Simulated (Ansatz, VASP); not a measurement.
**Two plane-wave programs on LiTaO2**

```xyz
4
Lattice="1.4790 0.8539 4.8766 -1.4790 0.8539 4.8766 0.0000 -1.7078 4.8766" Properties=species:S:1:pos:R:3 pbc="T T T"
Li    0.0000    0.0000    0.0000
Ta    0.0000    0.0000    7.3149
O     0.0000    0.0000    3.5541
O     0.0000    0.0000   11.0757
```

The cell was built by a generator and needn't be a form met in nature.

Alike in both runs: task relaxation of cell and atoms; functional PBE; k mesh 6 × 6 × 6; occupations gaussian, width 0.1 eV; no spin polarisation.

```csv
,VASP,Ansatz
version,VASP 6.6.1,Ansatz 0.2.0
potentials or method,"VASP PAW PBE potentials, release 64 (Li_sv, Ta_pv, O)","scalar-relativistic, plane waves, PAW"
plane-wave cutoff (eV),600,420
valence electrons in the cell,26,28
```

|  | VASP | Ansatz | Ansatz less VASP |
| --- | --- | --- | --- |
| gap on the k mesh at the Fermi level, each at its own relaxed structure (eV) | none | none | - |
| relaxed volume (Å³/atom) | 9.68 | 9.69 | +0.009 |
| relaxed cell length with the largest relative difference (Å) | 5.658 | 5.661 | +0.0029 |
| energy change over the relaxation (meV/atom) | -305 | -301 | +4.4 |

A gap of «none» marks a metal or a gap that the smearing closes. The two sets of potentials don't hold the same shells in valence.

Caveats: the k mesh is coarse (spacing up to 0.42 Å⁻¹), so the values aren't converged; the cutoff is under 1.25 times the usual one of these potentials, so pressure, stress and relaxed cells hold a basis-set (Pulay) error (VASP). Spin-orbit coupling is left out, which matters for the levels of Ta.
